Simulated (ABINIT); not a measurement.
Here is an ABINIT 10.8.3 (patched build) calculation.

Contents of run.abi:

```
# Datasets: ground state, then fixed potential
ndtset 2

# Pseudopotentials
pp_dirpath "./"
pseudos "Cd.LDA_PW-JTH.xml, F.LDA_PW-JTH.xml"

# Structure
acell 7.1996511916 7.1996511916 7.1996511916
rprim
     0.0000000000     0.7071067812     0.7071067812
     0.7071067812     0.0000000000     0.7071067812
     0.7071067812     0.7071067812     0.0000000000
ntypat 2
znucl 48 9
natom 3
typat 1 2 2
xcart
     0.0000000000     0.0000000000     0.0000000000
     7.6363832696     7.6363832696     7.6363832696
     2.5454610899     2.5454610899     2.5454610899

# Plane-wave basis
ecut 625.861884 eV
pawecutdg 45.0

# Exchange and correlation
ixc 2

# Bands and occupations
occopt 3
tsmear 0.00183747

# SCF cycle
nstep 100

# Output
iomode 3
prtwf 0
prteig 0
prtebands 0
enunit 1
prtden1 1

# Dataset 1
kptopt1 1
ngkpt1 9 9 9
nshiftk1 1
shiftk1 0.0 0.0 0.0
nband1 17
tolvrs1 1.0e-9

# Dataset 2: bands along G-X-W-K-G-L-U-W-L-K
iscf2 -2
getden2 1
nband2 23
nbdbuf2 4
tolwfr2 1.0e-11
kptopt2 -9
ndivsm2 8
prteig2 1
prtvol2 -3
kptbounds2
     0.0000000000     0.0000000000     0.0000000000
     0.5000000000     0.0000000000     0.5000000000
     0.5000000000     0.2500000000     0.7500000000
     0.3750000000     0.3750000000     0.7500000000
     0.0000000000     0.0000000000     0.0000000000
     0.5000000000     0.5000000000     0.5000000000
     0.6250000000     0.2500000000     0.6250000000
     0.5000000000     0.2500000000     0.7500000000
     0.5000000000     0.5000000000     0.5000000000
     0.3750000000     0.3750000000     0.7500000000
```

Potentials or basis: JTH PAW LDA v2.0.

Run with:

```bash
$ abinit run.abi > log 2>&1
```

Question: Predict the pressure.

Answer: -5.9 GPa.

Question: What does it give for the band gap along the path?

Answer: 2.77 eV, indirect (least direct gap 3.23 eV).

Question: Predict the band gap on the k mesh.

Answer: 2.80 eV, indirect (least direct gap 3.23 eV).

Levels at the corners of the path, in eV from the valence-band top:
```
point  band 11  band 12  band 13  band 14  band 15  band 16
    Γ    -0.47    -0.47    -0.47     2.77    12.28    12.28
    X    -0.54    -0.09    -0.09     7.71     9.33    11.47
    W    -1.57    -0.64     0.00     7.78    11.06    11.36
    K    -1.00    -0.37    -0.20     7.67    10.42    10.72
    Γ    -0.47    -0.47    -0.47     2.77    12.28    12.28
    L    -1.92    -0.38    -0.38     6.91     8.77    14.11
    U    -1.00    -0.37    -0.20     7.67    10.42    10.72
    W    -1.57    -0.64     0.00     7.78    11.06    11.36
    L    -1.92    -0.38    -0.38     6.91     8.77    14.11
    K    -1.00    -0.37    -0.20     7.67    10.42    10.72
```
